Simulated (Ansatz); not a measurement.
# TiC under strain — electric field gradients

The cell is a structure deposited in the COD, relaxed with PBE at fixed cell and then changed (z compressed by 3 %, ions relaxed).

```
Ti C
1.0
     0.00000    2.16400    2.09908
     2.16400    0.00000    2.09908
     2.16400    2.16400    0.00000
Ti C
1 1
Cartesian
  0.0000 0.0000 0.0000
  2.1640 2.1640 2.0991
```

Sites (sets of like atoms) are named by element and the number of their first atom in this list.

Level of theory: DFT, PBE, plane waves and PAW, scalar-relativistic, 420 eV cutoff, Γ-centred 18×18×18 k-points, Fermi–Dirac smearing 0.05 eV (Ansatz 0.2.0).

Conventions: |V_zz| ≥ |V_yy| ≥ |V_xx|, η = (V_xx − V_yy)/V_zz, C_Q = eQV_zz/h.

47Ti: I = 5/2, Q = 302.0 mb. Nuclear quadrupole moments: year-2017 set (Pyykkö).

(1) Give the quadrupolar parameters of the distinct sites.

Results:

(1) 

```csv
site,atoms (order as listed),first shell,V_zz (10²¹ V/m²),η,C_Q (MHz)
Ti,1,6 C at 2.10–2.16 Å,-2.62,0.00,-19.1
C,2,6 Ti at 2.10–2.16 Å,-0.34,0.00,–
```

An axis of threefold or higher order runs through Ti and C, so V_zz lies along it and η is zero.

C has no stable isotope with a ground-state quadrupole moment in the table, so no C_Q is given.

With no gap above 0.1 eV, as in a metal, the gradients converge slowly in k; expect changes of a tenth or more on a denser mesh. At this changed cell the PBE pressure is 10 GPa.

The relaxation (1 step) took 6.7 s of wall time (6.6 s of CPU time) and 0.48 GiB at its peak, on 1 thread of Intel Xeon 6975P-C (Granite Rapids) (x86_64; 16 cores open to the job, memory cap 3.0 GiB, no GPU), a shared host with a load of 0.5 a core.
